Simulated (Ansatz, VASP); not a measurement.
# One calculation of InAs, two programs

Contents of INCAR:

```
PREC     = Accurate       # precision mode
ENCUT    = 520            # plane-wave cutoff, eV
EDIFF    = 1E-6           # SCF threshold, eV
ISMEAR   = 0              # smearing method
SIGMA    = 0.023          # smearing width, eV
LREAL    = F              # projectors in reciprocal space
LASPH    = T              # aspherical terms in the spheres
NELM     = 60             # most SCF steps
ALGO     = Normal         # electronic algorithm
ISIF     = 2              # what is computed and relaxed
LWAVE    = F              # write WAVECAR
LCHARG   = F              # write CHGCAR
GGA      = PE             # functional
NBANDS   = 16             # bands
```

The input KPOINTS:

```
regular mesh
0
Gamma
  8 8 8
```

POSCAR

```
InAs
1.0
    0.0000000000      3.0180000000      3.0180000000
    3.0180000000      0.0000000000      3.0180000000
    3.0180000000      3.0180000000      0.0000000000
In As
1 1
Direct
    0.0000000000      0.0000000000      0.0000000000
    0.7500000000      0.7500000000      0.7500000000
```

input.yaml

```yaml
crystal:
  lattice:
    - [0.0, 3.018, 3.018]
    - [3.018, 0.0, 3.018]
    - [3.018, 3.018, 0.0]
  atoms:
    - { symbol: In, position: [0.0, 0.0, 0.0] }
    - { symbol: As, position: [0.75, 0.75, 0.75] }
kpoints:
  mp_grid: { grid: [8, 8, 8] }
scf:
  occupations: { method: gaussian, width: 0.023 }
hamiltonian:
  xc: pbe
  pseudopotentials: { kind: all_electron, lapw: { basis_error: 0.001 } }
output:
  forces: true
  stress: true
  eigenvalues: true
```

Alike in both runs: task single point; functional PBE; k mesh 8 × 8 × 8; occupations gaussian, width 0.023 eV; no spin polarisation.

|  | VASP | Ansatz |
| --- | --- | --- |
| version | VASP 6.6.1 | Ansatz 0.2.0 |
| potentials or method | VASP PAW PBE potentials, release 64 (In_d, As) | all-electron LAPW, scalar-relativistic |
| plane-wave cutoff (eV) | 520 | see its input |

Ansatz gave:

```
gap on the k mesh at the Fermi level (eV) : none
pressure (GPa)                            : 4.3
```

Question: What did VASP give for the same quantities?

Answer: gap on the k mesh at the Fermi level (eV): none; pressure (GPa): 4.4.

A gap of «none» marks a metal or a gap that the smearing closes. Ansatz ran all-electron here, so the differences hold the error of VASP's frozen core and of both bases.

Caveats: this crystal is a semiconductor, whose small gap the functional closes, so the metal is an error of the method.
